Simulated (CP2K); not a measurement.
Runs of CP2K 2026.2 on BN. It takes space group Fmm2 (No. 42, orthorhombic). The conventional cell has a = 2.503 Å, b = 6.991 Å, c = 4.332 Å, α = 90.00°, β = 90.00°, γ = 90.00°. Around N (site symmetry mm2) lie 3 B at 1.44 Å. B (site symmetry mm2) has 3 N at 1.44 Å as nearest neighbours. Measurements of this composition are mostly on another form, of space group No. 194.

```tsv
level	potentials or basis	smearing	EPS_DEFAULT	NGRIDS	points a segment of the path (NPOINTS)	bands added on the path	CUTOFF of the grids	gap on the mesh (eV)	pressure (GPa)	largest force (eV/Å)
LDA	GTH_POTENTIALS N GTH-PADE-q5, B GTH-PADE-q3; TZVP-MOLOPT-PBE-GTH basis	fermi-dirac 0.05 eV	1.0E-10	4	10	4	450 Ry	3.71	-4.4	0.01
PBEsol	POTENTIAL_UZH N GTH-PBE-q5, B GTH-PBE-q3; TZVP-MOLOPT-PBE-GTH basis	fermi-dirac 0.05 eV	1.0E-10	4	6	6	450 Ry	3.78	(b)	(a)
TB-mBJ	POTENTIAL_UZH N GTH-PBE-q5, B GTH-PBE-q3; TZVP-MOLOPT-PBE-GTH basis	fermi-dirac 0.0259 eV	1.0E-9	4	6	6	675 Ry	(c)	-	-
r2SCAN	POTENTIAL_UZH N GTH-SCAN-q5, B GTH-SCAN-q3; TZVP-MOLOPT-SCAN-GTH basis	fermi-dirac 0.0259 eV	1.0E-9	5	10	2	675 Ry	4.42	-0.9	0.01
```

Alike in all rows: task band structure; no spin polarisation; cell as given; k mesh 13 × 13 × 13.

**Question.** Fill in the values left out.

**Answer.** (a) 0.02; (b) 2.5; (c) 4.49.

Caveats: the mesh misses the band edges, which the band path finds closer together; the basis of atomic orbitals isn't converged, which shifts pressures, moduli and gaps; the potentials were made for another functional, which shifts forces and pressure (some runs); this is a model potential without an energy functional, so only levels have meaning (some runs).

Runs at the PBE level aren't shown here.
